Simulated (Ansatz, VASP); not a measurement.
## SrCl2 in VASP and in Ansatz

INCAR

```
SYSTEM = SrCl2
PREC = Accurate ; ENCUT = 520
EDIFF = 1E-6 ; ISMEAR = 0
SIGMA = 0.05 ; LREAL = .False.
LASPH = .True. ; NELM = 100
ALGO = Normal ; ISIF = 2
LWAVE = .False. ; LCHARG = .False.
GGA = PS ; NBANDS = 19
```

KPOINTS

```
Automatic mesh
0
Gamma
  6 6 6
  0 0 0
```

Contents of POSCAR:

```
SrCl2
1.0
    0.0000000000      3.4855000000      3.4855000000
    3.4855000000      0.0000000000      3.4855000000
    3.4855000000      3.4855000000      0.0000000000
Sr Cl
1 2
Direct
    0.0000000000      0.0000000000      0.0000000000
    0.2500000000      0.2500000000      0.2500000000
    0.7500000000      0.7500000000      0.7500000000
```

Input for Ansatz:

```yaml
crystal:
  lattice:
    - [0.0, 3.4855, 3.4855]
    - [3.4855, 0.0, 3.4855]
    - [3.4855, 3.4855, 0.0]
  atoms:
    - { symbol: Sr, position: [0.0, 0.0, 0.0] }
    - { symbol: Cl, position: [0.25, 0.25, 0.25] }
    - { symbol: Cl, position: [0.75, 0.75, 0.75] }
basis:
  ecutwfc: 420
kpoints:
  mp_grid: { grid: [6, 6, 6] }
hamiltonian:
  xc: pbesol
scf:
  occupations: { method: gaussian, width: 0.05 }
output:
  forces: true
  stress: true
  eigenvalues: true
  write_density: true
  write_potential: true
  elf: true
  volumetric_format: npy
```

Alike in both runs: task single point; functional PBEsol; k mesh 6 × 6 × 6; occupations gaussian, width 0.05 eV; no spin polarisation.

|  | VASP | Ansatz |
| --- | --- | --- |
| version | VASP 6.6.1 | Ansatz 0.2.0 |
| potentials or method | VASP PAW PBE potentials, release 64 (Sr_sv, Cl) | scalar-relativistic, plane waves, PAW |
| plane-wave cutoff (eV) | 520 | 420 |
| valence electrons in the cell | 24 | 24 |

VASP gave:

| Item | Value |
| --- | --- |
| gap on the k mesh at the Fermi level (eV) | 5.14 |
| least direct gap on the mesh (eV) | 5.36 |
| pressure (GPa) | -0.9 |

Q: Estimate Ansatz's values.

A: gap on the k mesh at the Fermi level (eV): 5.15; least direct gap on the mesh (eV): 5.36; pressure (GPa): -1.0.

The functional is the same, so the differences come from potentials, cutoffs and numerics.

Caveats: the PAW data sets were made with another functional, which shifts forces and pressure a little (VASP). A k mesh can miss the band edges.
